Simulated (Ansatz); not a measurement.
**Frozen-phonon scan for GeTe (alpha-GeTe type, space group R3m)**

Starting cell, GeTe (alpha-GeTe type, space group R3m):

```yaml
crystal:
  lattice:
    - [4.22663, 2.44024, 7.27983]
    - [-2.11331, 1.22012, 3.63992]
    - [0.00000, -2.44024, 3.63992]
  atoms:
    - { symbol: Ge, position: [0.11712, 0.23423, 0.23423] }
    - { symbol: Ge, position: [0.61712, 0.23423, 0.23423] }
    - { symbol: Te, position: [0.38288, 0.76577, 0.76577] }
    - { symbol: Te, position: [0.88288, 0.76577, 0.76577] }
```

The atoms are displaced by Q × the pattern below (from a DFPT mode at L = (0.5, 0.0, 0.0), largest move 1; Q in Å), at fixed cell. (q is in reciprocal vectors of the primitive cell; the cell shown is doubled to hold the pattern.)

```json
[
 {"atom": "Ge1", "x": "-0.500", "y": "0.866", "z": "0.000"},
 {"atom": "Ge2", "x": "0.500", "y": "-0.866", "z": "0.000"},
 {"atom": "Te3", "x": "-0.337", "y": "0.584", "z": "0.000"},
 {"atom": "Te4", "x": "0.337", "y": "-0.584", "z": "0.000"}
]
```

Computed with PBE (plane waves to 420 eV, PAW, scalar-relativistic; Ansatz, an electronic-structure program). k mesh 5×10×10 (Γ-centred), Fermi-Dirac smearing 0.05 eV. The energy includes the smearing's −TS. Compression counts positive. GeTe was relaxed with its symmetry unable to fall. Spin-orbit coupling is left out, though Te is heavy. ΔE is measured from the undisplaced structure.

```tsv
Q (Å)	ΔE (meV/cell)	−dE/dQ from forces (eV/Å)	P (GPa)
-0.280	656	4.650	3.11
-0.233	456	3.889	2.15
-0.187	293	3.124	1.37
-0.140	165	2.352	0.77
-0.093	73	1.572	0.34
-0.047	18	0.787	0.09
0.000	0	0.000	0.00
0.047	18	-0.787	0.09
0.093	73	-1.572	0.34
0.140	165	-2.352	0.77
0.187	293	-3.124	1.37
0.233	456	-3.889	2.15
0.280	656	-4.650	3.11
```

Read from the data:

```
Property                                                                                                              Value
-----------------------------------------------------------  --------------------------------------------------------------
Energy at Q = 0.280 Å                                                                                          656 meV/cell
Space group of the distorted cell                                                              Cc (No. 9), lowered from R3m
Symmetry of the curve                                                                         even: the same for both signs
Shape of the curve                                           a single well with its minimum at or next to zero displacement
Harmonic wavenumber from the curvature (finite differences)                                                        132 cm⁻¹
Wavenumber by perturbation theory (DFPT, on another k mesh)                                                        132 cm⁻¹
```

(A displaced cell: forces are minus the slopes of the energy, force constants its curvatures, and phonons follow from these.)
